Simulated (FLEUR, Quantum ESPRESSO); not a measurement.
**One calculation of Sn, 4 ways**

```xyz
2
Lattice="0.0000 3.2333 3.2333 3.2333 0.0000 3.2333 3.2333 3.2333 0.0000" Properties=species:S:1:pos:R:3 pbc="T T T"
Sn    4.8500    4.8500    4.8500
Sn    3.2333    3.2333    3.2333
```

This isn't the form of Sn at room conditions, which is tetragonal (white tin).

Alike in all runs: task single point; functional PBE; k mesh 4 × 4 × 4; occupations fermi-dirac, width 0.05 eV; no spin polarisation; no spin-orbit coupling.

```
                            program and potentials  plane-wave cutoff (eV)                                    notes  band gap (eV)
                    Quantum ESPRESSO, SG15 PBE 1.2                     952  14 valence electrons an atom on average         no gap
Quantum ESPRESSO, PseudoDojo 0.4.1 SR PBE standard                     980  14 valence electrons an atom on average         no gap
                        FLEUR, all-electron, FLAPW                       -                                        -         no gap
 Quantum ESPRESSO, PseudoDojo 0.4 SR PBE stringent                    1116  22 valence electrons an atom on average         no gap
```

None finds a gap. The k mesh is coarse, so the values compare programs but aren't converged.

Differences between rows come from potentials, basis sets and numerical settings, since the functional is the same but for its coding. Runs on potential files found faulty are left out.
